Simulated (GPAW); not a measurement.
# AlN (P6_3mc) in GPAW: single point with PBE

Aim: the single point of AlN with PBE.

Program: GPAW 26.7.0. These are calculated values, not measurements. Logs are shortened: lines on timing, memory, paths and dates and some standing lists are left out, and cuts for length are marked. The log counts tension as positive stress, the text compression.

### Step 1. The crystal as given

Symmetry: P6_3mc, No. 186, hexagonal system. The conventional cell has a = 3.113 Å, b = 3.113 Å, c = 4.981 Å, α = 90.00°, β = 90.00°, γ = 120.00°. Al (site symmetry 3m) is surrounded by 4 N at 1.89 Å. N (site symmetry 3m) has 4 Al at 1.89 Å as nearest neighbours.

### Step 2. Single point, PBE

Input file run.py:

```python
from ase.dft.bandgap import bandgap
from ase.io import read, write
from ase.units import GPa
from gpaw import GPAW, PW

atoms = read('AlN.cif')

calc = GPAW(mode=PW(550),
            xc='PBE',
            kpts={'size': (8, 8, 5), 'gamma': True},
            occupations={'name': 'fermi-dirac', 'width': 0.05},
            nbands=18,
            convergence={'density': 1e-05, 'energy': 1e-05},
            maxiter=80,
            txt='gpaw.txt')
atoms.calc = calc
energy = atoms.get_potential_energy()
forces = atoms.get_forces()
stress = atoms.get_stress()
calc.write('gs.gpw')
write('result.traj', atoms)
print(f'Energy: {energy:.6f} eV')
print('Forces (eV/A):')
print(forces.round(4))
print('Stress (GPa):', (stress / GPa).round(3))
print('Fermi level:', round(calc.get_fermi_level(), 4), 'eV')
print(f'Gap: {bandgap(calc)[0]:.4f} eV, direct: {bandgap(calc, direct=True)[0]:.4f} eV')
```

Input file AlN.cif:

```cif
data_AlN
_cell_length_a 3.11300000
_cell_length_b 3.11300000
_cell_length_c 4.98100000
_cell_angle_alpha 90.00000000
_cell_angle_beta 90.00000000
_cell_angle_gamma 120.00000000
_space_group_name_H-M_alt 'P6_3mc'
_space_group_name_Hall 'P 6c -2c'
_space_group_IT_number 186
loop_
_space_group_symop_operation_xyz
'x,y,z'
'x-y,x,z+1/2'
'-y,x-y,z'
'-x,-y,z+1/2'
'-x+y,-x,z'
'y,-x+y,z+1/2'
'y,x,z+1/2'
'x,x-y,z'
'x-y,-y,z+1/2'
'-y,-x,z'
'-x,-x+y,z+1/2'
'-x+y,y,z'
loop_
_atom_site_label
_atom_site_type_symbol
_atom_site_symmetry_multiplicity
_atom_site_Wyckoff_symbol
_atom_site_fract_x
_atom_site_fract_y
_atom_site_fract_z
_atom_site_occupancy
Al1 Al 2 b 0.6666666667 0.3333333333 0.5000000000 1
N1 N 2 b 0.6666666667 0.3333333333 0.8800000000 1
```

Potentials or basis: GPAW PAW data sets (gpaw-data 1.2.1), pw.

Launch:

```console
> OMP_NUM_THREADS=1 python run.py
```

gpaw.txt:

```text
__  _  _
 | _ |_)|_||  |
 |__||  | ||/\| - 26.7.0

Input parameters:
  mode=PW(ecut=550.0),
  convergence={'density': 1e-05, 'energy': 1e-05},
  kpts=MonkhorstPack(size=(8, 8, 5), gamma=True),
  maxiter=80,
  nbands=18,
  occupations=Occupations(name='fermi-dirac', width=0.05),
  xc=XC(name='PBE')

Diagonalizing LCAO Hamiltonian
Converting LCAO to pw mode

           N

           Al
        N

        Al

Atoms  # Å, Bohr magnetons
|   | symbol |        x |        y |        z |    initial magnetic moments |
|---|--------|----------|----------|----------|-----------------------------|
| 0 |     Al | 1.556500 | 0.898646 | 2.490500 | ( 0.0000,  0.0000,  0.0000) |
| 1 |     Al | 0.000000 | 1.797291 | 0.000000 | ( 0.0000,  0.0000,  0.0000) |
| 2 |      N | 1.556500 | 0.898646 | 4.383280 | ( 0.0000,  0.0000,  0.0000) |
| 3 |      N | 0.000000 | 1.797291 | 1.892780 | ( 0.0000,  0.0000,  0.0000) |

Unit cell  # Å
| periodic |         x |        y |        z |  lengths |     angles |
|----------|-----------|----------|----------|----------|------------|
|      yes |  3.113000 | 0.000000 | 0.000000 | 3.113000 |  90.000000 |
|      yes | -1.556500 | 2.695937 | 0.000000 | 3.113000 |  90.000000 |
|      yes |  0.000000 | 0.000000 | 4.981000 | 4.981000 | 120.000000 |

Number of symmetries: 6
Symmetry operations  # r_c * U_cc + t_c -> r_c
|   | kind |            matrix            |
|---|------|------------------------------|
| 0 |  σ   |  1, 1, 0,  0,-1, 0,  0, 0, 1 |
| 1 |  E   |  1, 0, 0,  0, 1, 0,  0, 0, 1 |
| 2 |  C3  |  0, 1, 0, -1,-1, 0,  0, 0, 1 |
| 3 |  σ   |  0,-1, 0, -1, 0, 0,  0, 0, 1 |
| 4 |  σ   | -1, 0, 0,  1, 1, 0,  0, 0, 1 |
| 5 |  C3  | -1,-1, 0,  1, 0, 0,  0, 0, 1 |

BZ-sampling:
  Number of BZ points: 320
  Number of IBZ points: 40

  Monkhorst-Pack size: [8, 8, 5]
  Monkhorst-Pack shift: [0.0625, 0.0625, 0.0]

K-points  # in reciprocal-cell coordinates
|     |                                coordinates |     weight |
|-----|--------------------------------------------|------------|
|   0 | (  0.00000000,   0.00000000,   0.00000000) | 0.00312500 |
|   1 | (  0.00000000,   0.00000000,   0.20000000) | 0.00625000 |
|   2 | (  0.00000000,   0.00000000,   0.40000000) | 0.00625000 |
|   3 | (  0.12500000,   0.00000000,  -0.40000000) | 0.01875000 |
|   4 | (  0.12500000,   0.00000000,  -0.20000000) | 0.01875000 |
|   5 | (  0.12500000,   0.00000000,   0.00000000) | 0.01875000 |
|   6 | (  0.12500000,   0.00000000,   0.20000000) | 0.01875000 |
|   7 | (  0.12500000,   0.00000000,   0.40000000) | 0.01875000 |
|   8 | (  0.25000000,  -0.12500000,   0.00000000) | 0.01875000 |
|   9 | (  0.25000000,  -0.12500000,   0.20000000) | 0.03750000 |
| ... |                                            |            |
|  39 | (  0.50000000,   0.50000000,   0.40000000) | 0.01875000 |

Plane wave coefficients: 1239
Cutoff: 550.0 eV

Spin-components: 1 (collinear spins)
Bands:           18
Projectors:      20
Spin-degeneracy: 2
Datatype:        complex128

Density:
  Valence electrons: 16.0
  Components: 1
  Grid points: [18 18 27]
  Charge: 0.0  # |e|

Potential:
  Grid points: [18 18 27]

species:
  Al:
    name:    Aluminium
    Z:       13.0
    valence: 3
    core:    10
    charge:  0.0  # [|e|]
    compensation charges:
      type: gauss
      rc: 0.34  # [Å]
      lmax: 2
    cutoffs:
      filter: 1.91  # [Å]
      core: 2.36  # [Å]
    projectors
    | kind |    occ | energy [eV] | rcut [Å] |
    |------|--------|-------------|----------|
    |   3s |  2.000 |      -7.753 |    1.085 |
    |   3p |  1.000 |      -2.712 |    1.085 |
    |    s |        |      19.459 |    1.085 |
    |    p |        |      24.499 |    1.085 |
    |    d |        |       0.000 |    1.085 |

    Using partial waves for Al as LCAO basis

  N:
    name:    Nitrogen
    Z:       7.0
    valence: 5
    core:    2
    charge:  0.0  # [|e|]
    compensation charges:
      type: gauss
      rc: 0.18  # [Å]
      lmax: 2
    cutoffs:
      filter: 1.11  # [Å]
      core: 0.96  # [Å]
    projectors
    | kind |    occ | energy [eV] | rcut [Å] |
    |------|--------|-------------|----------|
    |   2s |  2.000 |     -18.583 |    0.603 |
    |   2p |  3.000 |      -7.089 |    0.529 |
    |    s |        |       8.629 |    0.603 |
    |    p |        |      20.123 |    0.529 |
    |    d |        |       0.000 |    0.577 |

    Using partial waves for N as LCAO basis

Reference energy: -16170.289538  # eV

eigensolver:
  PPCG
  Converge bands: occupied
  niter=2

density mixing:
  MSR1-Mixer
  Pratt-step length: 0.05
  Maximum mixing coefficient: 0.75
  Old densities: 10
  SVD Regularization: 0.005
  Good broyden scale: 1.0
  Trust region scale: 1.0
  Backstep threshold: 4.0
  History deletion threshold: 6.0
  Fourier metric: weight=20.0, sigma=0.015

occupation numbers:
  Fermi-Dirac:
    width: 0.0500  # eV

poisson solver:
  ecut: 4400.0  # eV

xc functional:
  name: PBE with 2 nearest neighbor stencil

convergence criteria:
- Maximum integral of absolute [dens]ity change: 1e-05 electrons / valence electron
- Maximum [total energy] change in last 3 cyles: 1e-05 eV / valence electron
- Maximum integral of absolute [eigenst]ate change: 4e-08 eV^2 / valence electron
maximum number of iterations: 80

SCF iterations
|iter     | |      energy | eigst |  dens |
|---------|-|-------------|-------|-------|
|iter:   1| |  -32.882205 | -0.28 |       |
|iter:   2| |  -31.893921 | -2.08 | -0.56 |
|iter:   3| |  -29.022769 | -0.76 | -0.61 |
|iter:   4| |  -29.044247 | -2.93 | -1.25 |
|iter:   5| |  -29.056200 | -3.43 | -1.55 |
|iter:   6| |  -29.056306 | -5.26 | -2.75 |
|iter:   7| |  -29.056330c| -6.37 | -3.13 |
|iter:   8| |  -29.056330c| -7.75c| -4.28 |
|iter:   9| |  -29.056330c| -7.53c| -4.53 |
|iter:  10| |  -29.056330c| -8.24c| -4.97 |
|iter:  11| |  -29.056330c| -9.56c| -5.82c|

Converged in 11 steps
Energy contributions relative to reference atoms: (reference = -16170.289538)

Energy contributions:
  Kinetic:          30.584718
  Coulomb:         -25.275879
  Zero:             -0.100160
  External:          0.000000
  Xc:              -34.265010
  Entropy:          -0.000000
  Spinorbit:         0.000000
  ----------------------------
  Free energy:     -29.056330
  Extrapolated:    -29.056330

dipole moment: (0.000015, -0.000010, -6.809700)  # |e|*Ang

Fermi level: 7.090
Eigenvalues  # (at kpt = [0.000, 0.000, 0.000])
| band index |      eig [eV] | occ [0-2] |
|------------|---------------|-----------|
|          0 |        -9.064 |     2.000 |
|          1 |        -6.924 |     2.000 |
|          2 |         0.158 |     2.000 |
|          3 |         5.318 |     2.000 |
|          4 |         5.318 |     2.000 |
|          5 |         5.975 |     2.000 |
[... 8 lines left out ...]
|         14 |        19.304 |     0.000 |
|         15 |        19.304 |     0.000 |
|        ... |               |           |
|         17 |        20.971 |     0.000 |

Gap: 4.173 eV
Transition (v -> c):
  (s=0, k=0, n=7, [0.00, 0.00, 0.00]) -> (s=0, k=0, n=8, [0.00, 0.00, 0.00])
No difference between direct/indirect transitions

Forces  # eV/Ang
|        x |        y |        z |
|----------|----------|----------|
|  0.00000 |  0.00000 | -0.13339 |  # Al   0
| -0.00000 |  0.00000 | -0.13341 |  # Al   1
| -0.00000 |  0.00000 |  0.15544 |  # N    2
|  0.00000 | -0.00000 |  0.11184 |  # N    3

Stress tensor  # eV/Ang^3
|         x |         y |         z |
|-----------|-----------|-----------|
|  0.041302 | -0.000000 | -0.000000 |
| -0.000000 |  0.041302 | -0.000000 |
| -0.000000 | -0.000000 |  0.031204 |

# Writing to gs.gpw (mode='')
```

stdout:

```text
Energy: -29.056330 eV
Forces (eV/A):
[[ 0.      0.     -0.1334]
 [-0.      0.     -0.1334]
 [-0.      0.      0.1554]
 [ 0.     -0.      0.1118]]
Stress (GPa): [ 6.617  6.617  4.999 -0.    -0.    -0.   ]
Fermi level: 7.0896 eV
Gap: 4.1726 eV, direct: 4.1726 eV
```

Run time: 18 s. Hardware: 1 thread of Arm Neoverse V2, shared host; peak memory 0.15 GiB.

The run converged, but some of its settings lie outside the range that counts as converged, so its numbers aren't taken as properties of the crystal.

Results:

```yaml
Free_energy: -29.0563 eV
Pressure: -6.1 GPa
Largest_force: 0.155 eV/Å
Band_gap_on_the_k_mesh: 4.17 eV, direct
```

Caveat: the cutoff is short for stress and forces, so pressures can be off by a GPa or more.
